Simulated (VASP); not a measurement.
# Ru (P6_3/mmc) in VASP: a series of runs

One crystal, Ru, is run at these levels: PBE+D3(BJ); tasks: relaxation of shape and atoms at fixed volume.

All numbers are computed with VASP 6.6.1; they aren't measurements. Logs are shortened: lines on timing, memory, paths and dates and some standing lists are left out, and cuts for length are marked.

## Step 1: The undisturbed crystal

It takes space group P6_3/mmc (No. 194, hexagonal). Conventional cell: a = 2.706 Å, b = 2.706 Å, c = 4.282 Å, α = 90.00°, β = 90.00°, γ = 120.00°. Ru (site symmetry -6m2) has 12 Ru at 2.65 to 2.71 Å as nearest neighbours.

## Step 2: Relaxation of shape and atoms at fixed volume, PBE+D3(BJ) (a relaxed cell with its volume scaled by 1.04)

Input file INCAR:

```
SYSTEM = Ru
ALGO = Normal ; EDIFF = 1E-7
EDIFFG = -0.01 ; ENCUT = 600
GGA = PE ; IBRION = 2
ISIF = 4 ; ISMEAR = 1
IVDW = 12 ; LASPH = .TRUE.
LCHARG = .FALSE. ; LREAL = .FALSE.
LWAVE = .FALSE. ; NELM = 80
NSW = 40 ; PREC = Accurate
SIGMA = 0.1
```

Input file KPOINTS:

```
k-points
0
G
  15 15 9
  0 0 0
```

Input file POSCAR:

```
Ru                                      
1.0
    2.7312130817     -0.0000000000      0.0000000000
   -1.3656065409      2.3652999119      0.0000000000
    0.0000000000      0.0000000000      4.3261037034
  Ru            
     2
Direct
     0.3333333332999970    0.6666666667000030    0.2500000000000000
     0.6666666667000030    0.3333333332999970    0.7500000000000000
```

Potentials or basis: VASP PAW PBE potentials, release 64 (Ru_pv).

The run is started by

```
cat potpaw_PBE.64/Ru_pv/POTCAR > POTCAR
mpirun -np 1 vasp_std > vasp.out
```

OUTCAR:

```text
SYSTEM = Ru
   EDIFF = 1E-7
   EDIFFG = -0.01
   ENCUT = 600
   GGA = PE
   IBRION = 2
   ISIF = 4
   ISMEAR = 1
   IVDW = 12
   LASPH = .TRUE.
   LREAL = .FALSE.
   NELM = 80
   NSW = 40
   PREC = Accurate
 IVDW          = 12

 ion  position               nearest neighbor table
   1  0.333  0.667  0.250-   2 2.68   2 2.68   2 2.68   2 2.68   2 2.68   2 2.68
   2  0.667  0.333  0.750-   1 2.68   1 2.68   1 2.68   1 2.68   1 2.68   1 2.68

  LATTYP: Found a hexagonal cell.
 ALAT       =     2.7312130817
 C/A-ratio  =     1.5839495396

  Lattice vectors:

 A1 = (   2.7312130817,   0.0000000000,   0.0000000000)
 A2 = (  -1.3656065409,   2.3652999119,   0.0000000000)
 A3 = (   0.0000000000,   0.0000000000,   4.3261037034)

Analysis of symmetry for initial positions (statically):
=====================================================================
 Subroutine PRICEL returns:
 Original cell was already a primitive cell.

 Routine SETGRP: Setting up the symmetry group for a
 hexagonal supercell.

 Subroutine GETGRP returns: Found 24 space group operations
 (whereof 12 operations were pure point group operations)
 out of a pool of 24 trial point group operations.

The static configuration has the point symmetry D_3d.
 The point group associated with its full space group is D_6h.

Analysis of symmetry for dynamics (positions and initial velocities):
=====================================================================
 Subroutine PRICEL returns:
 Original cell was already a primitive cell.

 Routine SETGRP: Setting up the symmetry group for a
 hexagonal supercell.

 Subroutine GETGRP returns: Found 24 space group operations
 (whereof 12 operations were pure point group operations)
 out of a pool of 24 trial point group operations.

The dynamic configuration has the point symmetry D_3d.
 The point group associated with its full space group is D_6h.

 Subroutine INISYM returns: Found 24 space group operations
 (whereof 12 operations are pure point group operations),
 and found     1 'primitive' translations

----------------------------------------------------------------------------------------

                                     Primitive cell

  volume of cell :      27.9472

  direct lattice vectors                    reciprocal lattice vectors
     2.731213082  0.000000000  0.000000000     0.366137672  0.211389684  0.000000000
    -1.365606541  2.365299912  0.000000000     0.000000000  0.422779367  0.000000000
     0.000000000  0.000000000  4.326103703     0.000000000  0.000000000  0.231154884

  length of vectors
     2.731213082  2.731213082  4.326103703     0.422779367  0.422779367  0.231154884

  position of ions in fractional coordinates (direct lattice)
     0.333333333  0.666666667  0.250000000
     0.666666667  0.333333333  0.750000000

  ion indices of the primitive-cell ions
   primitive index   ion index
                 1           1
                 2           2

----------------------------------------------------------------------------------------

 KPOINTS: k-points

Automatic generation of k-mesh.
 Grid dimensions read from file:
 generate k-points for:   15   15    9

 Generating k-lattice:

  Cartesian coordinates                     Fractional coordinates (reciprocal lattice)
     0.024409178  0.014092646  0.000000000     0.066666667  0.000000000  0.000000000
     0.000000000  0.028185291  0.000000000     0.000000000  0.066666667  0.000000000
     0.000000000  0.000000000  0.025683876     0.000000000  0.000000000  0.111111111

  Length of vectors
     0.028185291  0.028185291  0.025683876

  Shift w.r.t. Gamma in fractional coordinates (k-lattice)
     0.000000000  0.000000000  0.000000000

 Subroutine IBZKPT returns following result:
 ===========================================

 Found    135 irreducible k-points:

 Following reciprocal coordinates:
            Coordinates               Weight
  0.000000  0.000000  0.000000      1.000000
  0.066667 -0.000000  0.000000      6.000000
  0.133333  0.000000  0.000000      6.000000
  0.200000 -0.000000  0.000000      6.000000
  0.266667  0.000000  0.000000      6.000000
  0.333333 -0.000000  0.000000      6.000000
[... 16 lines left out ...]
  0.333333  0.200000  0.000000     12.000000
  0.400000  0.200000  0.000000      6.000000
 [... further k-points ...]
   k-points           NKPTS =    135   k-points in BZ     NKDIM =    135   number of bands    NBANDS=     18
   number of dos      NEDOS =    301   number of ions     NIONS =      2
   total plane-waves  NPLWV =  20736
   dimension x,y,z NGX =    24 NGY =   24 NGZ =   36
   dimension x,y,z NGXF=    48 NGYF=   48 NGZF=   72
   ions per type =               2
   NGX,Y,Z   is equivalent  to a cutoff of  14.61, 14.61, 13.83 a.u.
   NGXF,Y,Z  is equivalent  to a cutoff of  29.22, 29.22, 27.67 a.u.
 SYSTEM =  Ru
   PREC   = accura    normal or accurate (medium, high low for compatibility)
   ISTART =      0    job   : 0-new  1-cont  2-samecut
   ICHARG =      2    charge: 1-file 2-atom 10-const
   ISPIN  =      1    spin polarized calculation?
   LNONCOLLINEAR =      F non collinear calculations
   LSORBIT =      F    spin-orbit coupling
   LASPH  =      T    aspherical Exc in radial PAW
   ENCUT  =  600.0 eV  44.10 Ry    6.64 a.u.   5.45  5.45  8.64*2*pi/ulx,y,z
   NELM   =     80;   NELMIN=  2; NELMDL= -5     # of ELM steps
   EDIFF  = 0.1E-06   stopping-criterion for ELM
   LREAL  =      F    real-space projection
   EDIFFG = -.1E-01   stopping-criterion for IOM
   NSW    =     40    number of steps for IOM
   IBRION =      2    ionic relax: 0-MD 1-quasi-New 2-CG
   NFREE  =      1    steps in history (QN), initial steepest desc. (CG)
   ISIF   =      4    stress and relaxation
   ISYM   =      2    0-nonsym 1-usesym 2-fastsym
   POTIM  = 0.5000    time-step for ionic-motion
   TEBEG  =    0.0;   TEEND  =   0.0 temperature during run
   PSTRESS=    0.0 pullay stress
   NELECT =      28.0000    total number of electrons
   NUPDOWN=      -1.0000    fix difference up-down
   EMIN   =  10.00;   EMAX   =-10.00  energy-range for DOS
   EFERMI =   0.00;   METHOD = LEGACY
   ISMEAR =     1;   SIGMA  =   0.10  broadening in eV -4-tet -1-fermi 0-gaus
   EFERMI_NEDOS =   21; number of points for ismear=-14 and -15
   IALGO  =     38    algorithm
   IMIX   =      4    mixing-type and parameters
     AMIX     =   0.40;   BMIX     =  1.00
     AMIX_MAG =   1.60;   BMIX_MAG =  1.00
  volume/ion in A,a.u.               =      13.97        94.30
  Fermi-wavevector in a.u.,A,eV,Ry     =   1.638128  3.095614 36.510752  2.683465
  Thomas-Fermi vector in A             =   2.729153
   LORBIT       =      0    0 simple, 1 ext, 2 COOP (PROOUT), +10 PAW based schemes
   GGA     = PE    functional components
   LHFCALC =     F    Hartree Fock is set to
   AEXX    =    0.0000 exact exchange contribution
   IVDW    =    12    specifies the selected vdW correction
   LEPSILON=     F    determine dielectric tensor
   LRPA    =     F    only Hartree local field effects (RPA)
 conjugate gradient relaxation of ions
 non-spin polarized calculation
 Methfessel and Paxton  Order N= 1 SIGMA  =   0.10
  energy-cutoff  :      600.00
  volume of cell :       27.95
 maximum number of plane-waves:       965
 NGX is ok and might be reduce to    24
   NGX = 11   NGY = 11   NGZ = 17

--------------------------------------- Ionic step        1  -------------------------------------------

 number of electron      28.0000005 magnetization

 Free energy of the ion-electron system (eV)
  ---------------------------------------------------
  ext. energy  EPLUGINS =         0.00000000
  ---------------------------------------------------
  free energy    TOTEN  =       -18.46663578 eV

  energy without entropy =      -18.46535092  energy(sigma->0) =      -18.46620749

------------------------ aborting loop because EDIFF is reached ----------------------------------------

 Edisp (eV)   -1.21127

 E8    (eV) :    -0.5523

  FORCE on cell =-STRESS in cart. coord.  units (eV):
  Direction    XX          YY          ZZ          XY          YZ          ZX
  --------------------------------------------------------------------------------------
  -------------------------------------------------------------------------------------
  Total      -2.05008    -2.05008    -2.18237     0.00000     0.00000    -0.00000
  in kB    -117.52841  -117.52841  -125.11224     0.00000     0.00000    -0.00000
  external pressure =     -120.06 kB  Pullay stress =        0.00 kB
[... 61 lines left out ...]
  energy  without entropy=      -19.6764930303  energy(sigma->0) =      -19.67746601

--------------------------------------- Ionic step        3  -------------------------------------------

 number of electron      28.0000005 magnetization

 Free energy of the ion-electron system (eV)
  ---------------------------------------------------
  ext. energy  EPLUGINS =         0.00000000
  ---------------------------------------------------
  free energy    TOTEN  =       -18.46671683 eV

  energy without entropy =      -18.46531850  energy(sigma->0) =      -18.46625072

 E-fermi :  12.2991     XC(G=0): -13.9419

 val. band max:       12.2988016837   @ k =   0.2667   0.2000   0.2222
 cond. band min:      12.3259907578   @ k =   0.4667   0.0667   0.3333
 fundamental gap:      0.0271890741
 Fermi energy:        12.2991282170

 k-point     1 :       0.0000    0.0000    0.0000
  band No.  band energies     occupation
      1     -31.2224      2.00000
      2     -30.3796      2.00000
      3     -30.3796      2.00000
      4     -30.2235      2.00000
      5     -30.2235      2.00000
      6     -30.1812      2.00000
[... 10 lines left out ...]
     17      13.4501     -0.00000
     18      13.5979     -0.00000
[... 466 lines left out ...]
      2     -30.8147      2.00000
      3     -30.7143      2.00000
      4     -30.7070      2.00000
      5     -30.5044      2.00000
      6     -30.4838      2.00000
[... 10 lines left out ...]
     17      17.4828      0.00000
     18      18.8868      0.00000

 [... further k-points ...]

------------------------ aborting loop because EDIFF is reached ----------------------------------------

 Edisp (eV)   -1.21127

 E8    (eV) :    -0.5523

  FORCE on cell =-STRESS in cart. coord.  units (eV):
  Direction    XX          YY          ZZ          XY          YZ          ZX
  --------------------------------------------------------------------------------------
  -------------------------------------------------------------------------------------
  Total      -2.08690    -2.08690    -2.09302     0.00000     0.00000     0.00000
  in kB    -119.63916  -119.63916  -119.99014     0.00000     0.00000     0.00000
  external pressure =     -119.76 kB  Pullay stress =        0.00 kB
[... 17 lines left out ...]
  FREE ENERGIE OF THE ION-ELECTRON SYSTEM (eV)
  ---------------------------------------------------
  free  energy   TOTEN  =       -19.6779887512 eV

  energy  without entropy=      -19.6765904216  energy(sigma->0) =      -19.67752264

 reached required accuracy - stopping structural energy minimisation
```

Wall time 58 s (1 thread of Intel Xeon Platinum 8488C (Sapphire Rapids), shared host); peak memory 0.21 GiB.

What came out:

```yaml
Free_energy: -19.6780 eV
Energy_gained_by_relaxing: 0.0 meV/atom
Ionic_steps: 3
Pressure_after_relaxing: -12.0 GPa
Band_gap_on_the_k_mesh: none (metal or under the smearing width)
Dispersion_energy_per_atom: -0.606 eV
```

Final structure:
```cif
data_structure
_symmetry_space_group_name_H-M 'P 1'
_symmetry_Int_Tables_number 1
_cell_length_a 2.7330
_cell_length_b 2.7330
_cell_length_c 4.3205
_cell_angle_alpha 90.000
_cell_angle_beta 90.000
_cell_angle_gamma 120.000
_cell_volume 27.95
loop_
_atom_site_label
_atom_site_type_symbol
_atom_site_fract_x
_atom_site_fract_y
_atom_site_fract_z
_atom_site_occupancy
Ru1 Ru 0.33333 0.66667 0.25000 1
Ru2 Ru 0.66667 0.33333 0.75000 1
```

Caveat: pairwise dispersion overbinds metals, which lowers pressure and volume.

## Step 3: Relaxation of shape and atoms at fixed volume, PBE+D3(BJ) (a relaxed cell with its volume scaled by 1.06)

INCAR is that of step 2.

KPOINTS is that of step 2.

Input file POSCAR:

```
Ru                                      
1.0
    2.7486098124     -0.0000000000      0.0000000000
   -1.3743049062      2.3803659227      0.0000000000
    0.0000000000      0.0000000000      4.3536592470
  Ru            
     2
Direct
     0.3333333332999970    0.6666666667000030    0.2500000000000000
     0.6666666667000030    0.3333333332999970    0.7500000000000000
```

Potentials or basis: VASP PAW PBE potentials, release 64 (Ru_pv).

The run is started by

```
cat potpaw_PBE.64/Ru_pv/POTCAR > POTCAR
mpirun -np 1 vasp_std > vasp.out
```

Wall time 58 s (1 thread of Intel Xeon Platinum 8488C (Sapphire Rapids), shared host); peak memory 0.21 GiB.

Results (log left out):

```
Free energy                : -19.6298 eV
Energy gained by relaxing  : 0.1 meV/atom
Ionic steps                : 3
Pressure after relaxing    : -17.0 GPa
Band gap on the k mesh     : none (metal or under the smearing width)
Dispersion energy per atom : -0.594 eV
```

The path:
```csv
step,energy change (eV),largest force (eV/Å),pressure (GPa)
1,0.0000,0.0000,-17.01
2,-0.0001,0.0000,-16.95
3,-0.0002,0.0000,-16.97
```

Final structure:
```
Ru
1.0
     2.75126    0.00000    0.00000
    -1.37563    2.38266    0.00000
     0.00000    0.00000    4.34528
Ru
2
Direct
  0.33333 0.66667 0.25000
  0.66667 0.33333 0.75000
```

Levels at points of the mesh, in eV from the Fermi level:
```tsv
k point	band 12	band 13	band 14	band 15	band 16	band 17
(0.00, 0.00, 0.00)	-1.76	-1.76	-1.29	-1.29	1.12	1.12
```

Caveat: pairwise dispersion overbinds metals, which lowers pressure and volume.
